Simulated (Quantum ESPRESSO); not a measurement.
The system is ZrS.

```
CELL_PARAMETERS angstrom
0.00000 2.62500 2.62500
2.62500 0.00000 2.62500
2.62500 2.62500 0.00000
ATOMIC_POSITIONS crystal
Zr 0.00000 0.00000 0.00000
S 0.50000 0.50000 0.50000
```

Base run:

```yaml
Program: Quantum ESPRESSO 7.5
Functional: PBEsol
Potentials_or_basis: GBRV 1.5 PBEsol
Cutoff: 612 eV
Density_cutoff: 4898 eV
k_mesh: 9 × 9 × 9
Occupations: fermi-dirac, width 0.05 eV
Spin: no spin polarisation
Hubbard_terms: Zr d U = 3 eV
```

Its results: band gap on the k mesh none (metal or under the smearing width); pressure -3.4 GPa.

Question: The run is repeated on the same cell with these changes: hubbard terms from Zr d U = 3 eV to Zr d U = 4 eV. What comes out?

Answer: Band gap on the k mesh none (metal or under the smearing width); pressure -2.1 GPa.

Caveats: U without spin polarisation on a metal has little footing.
